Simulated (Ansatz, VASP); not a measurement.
# Two plane-wave programs on Bi

```xyz
2
Lattice="4.2790 0.0000 0.0000 -2.1395 3.7057 0.0000 0.0000 0.0000 28.0000" Properties=species:S:1:pos:R:3 pbc="T T T"
Bi    0.0000    2.4705   14.8736
Bi    2.1395    1.2352   13.1264
```

The cell was built by a generator and needn't be a form met in nature.

Alike in both runs: functional PBE; dispersion D3(BJ); k mesh 9 × 9 × 1; occupations gaussian, width 0.02 eV; no spin polarisation.

Ansatz relaxed the structure, and its values are those at the end. VASP's run is a single point on that final structure, the one shown.

```csv
,VASP,Ansatz
version,VASP 6.6.1,Ansatz 0.2.0
potentials or method,"VASP PAW PBE potentials, release 64 (Bi_d)","scalar-relativistic, plane waves, PAW"
plane-wave cutoff (eV),520,420
valence electrons in the cell,30,30
```

VASP gave:

| Property | Result |
| --- | --- |
| gap on the k mesh at the Fermi level (eV) | 0.57 |
| least direct gap on the mesh (eV) | 0.57 |
| rms of the force components (eV/Å) | 0.009 |

Question: Which values does Ansatz return?

Answer: gap on the k mesh at the Fermi level (eV): 0.58; least direct gap on the mesh (eV): 0.58; rms of the force components (eV/Å): 0.000.

With one functional, cell and mesh, what is left measures potentials, basis and numerics.

Caveats: spin-orbit coupling is left out, which as a rule narrows the gap of such compounds by several tenths of an eV. A hybrid or GW would open this gap; PBE tends to underestimate it.
